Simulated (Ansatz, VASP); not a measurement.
## One calculation of P, two programs

File INCAR:

```
ALGO = Normal ; EDIFF = 1E-7
ENCUT = 520 ; ISIF = 2
ISMEAR = -1 ; LASPH = True
LCHARG = True ; LELF = True
LREAL = False ; LVHAR = True
LWAVE = False ; NBANDS = 12
NELM = 100 ; PREC = Accurate
SIGMA = 0.1
```

KPOINTS

```
k-points
0
Gamma
  12 12 12
```

File POSCAR:

```
P
1.0
    0.0000000000      2.2566960170      2.2566960170
    2.2566960170      0.0000000000      2.2566960170
    2.2566960170      2.2566960170      0.0000000000
P
2
Direct
   -0.1250000000     -0.1250000000     -0.1250000000
    0.1250000000      0.1250000000      0.1250000000
```

Input for Ansatz:

```yaml
crystal:
  lattice:
    - [0.0, 2.256696017, 2.256696017]
    - [2.256696017, 0.0, 2.256696017]
    - [2.256696017, 2.256696017, 0.0]
  atoms:
    - { symbol: P, position: [-0.125, -0.125, -0.125] }
    - { symbol: P, position: [0.125, 0.125, 0.125] }
kpoints:
  mp_grid: { grid: [12, 12, 12] }
scf:
  occupations: { method: fermi_dirac, width: 0.1 }
hamiltonian:
  xc: lda
  pseudopotentials: { kind: all_electron, lapw: { basis_error: 0.001 } }
output:
  forces: true
  stress: true
  eigenvalues: true
  populations: true
```

Change from the starting cell: volume scaled by 0.6, LAPW.

Alike in both runs: task single point; functional LDA; k mesh 12 × 12 × 12; occupations fermi-dirac, width 0.1 eV; no spin polarisation.

|  | VASP | Ansatz |
| --- | --- | --- |
| version | VASP 6.6.1 | Ansatz 0.2.0 |
| potentials or method | VASP PAW LDA potentials, release 64 (P) | all-electron LAPW, scalar-relativistic |
| plane-wave cutoff (eV) | 520 | see its input |

|  | VASP | Ansatz | Ansatz less VASP |
| --- | --- | --- | --- |
| pressure (GPa) | 87.9 | 89.4 | +1.45 |

Ansatz ran all-electron here, so the differences hold the error of VASP's frozen core and of both bases.

Caveats: the cell as given lies far from equilibrium; so large a pressure means that the cell lies far from this level's equilibrium, or that cutoff or potentials fall short (VASP).
